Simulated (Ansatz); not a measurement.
Crystal: MgO.

```
CELL_PARAMETERS angstrom
0.00000 2.12460 2.12460
2.12460 0.00000 2.12460
2.12460 2.12460 0.00000
ATOMIC_POSITIONS crystal
Mg 0.00000 0.00000 0.00000
O 0.50000 0.50000 0.50000
```

The cell is a database's computed one.

The cell isn't the ideal one: volume scaled by 1.04.

- Program: Ansatz 0.2.0
- Task: phonons
- Functional: PBEsol
- Dispersion: D4
- Potentials or basis: SSSP efficiency PAW
- Cutoff: 680 eV
- Density cutoff: 6803 eV
- k mesh: 8 × 8 × 8
- Occupations: tetrahedron-uncorrected
- Spin: no spin polarisation
- Driver: chain
- q mesh: 2 × 2 × 2
- Path: [["G", "X", "W", "K", "G", "L", "U", "W", "L", "K"], ["U", "X"]]
- Points for each segment of the path: 8

**Question.** Is this structure dynamically stable at this level, and how far does the spectrum reach?

**Answer.** Yes, as far as this q mesh shows: no mode on the path is imaginary. The highest frequency is 675 cm⁻¹.

A q mesh this small can miss soft modes between its points.

Caveat: the q mesh is small, so phonon branches between its points and thermal values are rough.
